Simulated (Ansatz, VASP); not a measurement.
**As in VASP and in Ansatz**

```
As
1.0
     1.88521   -1.08843    3.32814
     0.00000    2.17686    3.32814
    -1.88521   -1.08843    3.32814
As
2
Direct
  0.23129 0.23129 0.23129
  0.76871 0.76871 0.76871
```

Change from the starting cell: volume scaled by 0.9, LAPW.

Alike in both runs: task single point; functional PBE; k mesh 14 × 14 × 14; occupations fermi-dirac, width 0.1 eV; no spin polarisation.

|  | VASP | Ansatz |
| --- | --- | --- |
| version | VASP 6.6.1 | Ansatz 0.2.0 |
| potentials or method | VASP PAW PBE potentials, release 64 (As), cutoff 520 eV | all-electron LAPW, scalar-relativistic |

|  | VASP | Ansatz | Ansatz less VASP |
| --- | --- | --- | --- |
| pressure (GPa) | 4.8 | 4.5 | -0.30 |
| rms of the force components (eV/Å) | 0.027 | 0.003 | -0.0246 |

Atom by atom the forces differ by 0.030 eV/Å (rms over components). Ansatz ran all-electron here, so the differences hold the error of VASP's frozen core and of both bases.
